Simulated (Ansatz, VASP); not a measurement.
# Al4N3 in VASP and in Ansatz

```
Al N
1.0
     3.08361    0.00000    0.00000
    -1.54180    2.67048    0.00000
     0.00000    0.00000    9.69482
Al N
4 3
Cartesian
  0.0000 0.0000 4.8117
  0.0000 1.7803 7.3749
  0.0000 0.0000 9.4949
  0.0000 1.7803 2.3083
  0.0000 1.7803 4.1989
  0.0000 0.0000 6.7046
  0.0000 0.0000 1.7047
```

Alike in both runs: functional PBE; k mesh 12 × 12 × 4; occupations gaussian, width 0.1 eV; no spin polarisation.

Ansatz relaxed the structure, and its values are those at the end. VASP's run is a single point on that final structure, the one shown.

|  | VASP | Ansatz |
| --- | --- | --- |
| version | VASP 6.6.1 | Ansatz 0.2.0 |
| potentials or method | VASP PAW PBE potentials, release 64 (Al, N) | scalar-relativistic, plane waves, PAW |
| plane-wave cutoff (eV) | 520 | 420 |
| valence electrons in the cell | 27 | 27 |

```csv
,VASP,Ansatz,Ansatz less VASP
gap on the k mesh at the Fermi level (eV),none,none,-
pressure (GPa),4.6,4.8,+0.20
rms of the force components (eV/Å),0.004,0.003,-0.0011
```

A gap of «none» marks a metal or a gap that the smearing closes.
